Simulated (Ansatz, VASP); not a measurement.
Given: the input of a run of VASP 6.6.1 on Si. 

The input INCAR:

```
PREC = Accurate
ENCUT = 520
EDIFF = 1E-6
ISMEAR = 0
SIGMA = 0.1
LREAL = F
LASPH = T
NELM = 80
ALGO = Normal
ISIF = 2
LWAVE = F
LCHARG = T
GGA = PS
LELF = T
LVHAR = T
NBANDS = 11
```

KPOINTS

```
Automatic mesh
0
Gamma
  8 8 8
```

The input POSCAR:

```
Si
1.0
    0.0000000000      2.7218511865      2.7218511865
    2.7218511865      0.0000000000      2.7218511865
    2.7218511865      2.7218511865      0.0000000000
Si
2
Direct
    0.5000000000      0.5000000000      0.5000000000
    0.7500000000      0.7500000000      0.7500000000
```

Potentials or basis: VASP PAW PBE potentials, release 64 (Si).

Command:

```sh
$ cat potpaw_PBE.64/Si/POTCAR > POTCAR
$ mpirun -np 1 vasp_std > vasp.out
```

Question: What does the same run look like in Ansatz 0.2.0? Potentials or basis there: all-electron LAPW, scalar-relativistic.

Answer: As run (cutoffs and basis follow the program's own potentials, and thresholds, step limits or extra output files can differ):

File input.yaml:

```yaml
crystal:
  lattice:
    - [0.0, 2.7218511865, 2.7218511865]
    - [2.7218511865, 0.0, 2.7218511865]
    - [2.7218511865, 2.7218511865, 0.0]
  atoms:
    - { symbol: Si, position: [0.5, 0.5, 0.5] }
    - { symbol: Si, position: [0.75, 0.75, 0.75] }
kpoints:
  mp_grid: { grid: [8, 8, 8] }
scf:
  occupations: { method: gaussian, width: 0.1 }
hamiltonian:
  xc: pbesol
  pseudopotentials: { kind: all_electron, lapw: { basis_error: 0.001 } }
output:
  forces: true
  stress: true
  eigenvalues: true
```

Potentials or basis: all-electron LAPW, scalar-relativistic.

Command:

```sh
$ ansatz run input.yaml --threads 1 --pin off --max-ram 3072MiB --backend cpu --events-out ev --progress --plain --runs-dir out
```

Both were run:

|  | VASP | Ansatz |
| --- | --- | --- |
| Pressure | -0.4 GPa | -0.6 GPa |

VASP's potentials were made for PBE.

Where Ansatz's input types no cutoff or centring, it takes its own default and a Γ-centred mesh.

Pressure is positive in compression.
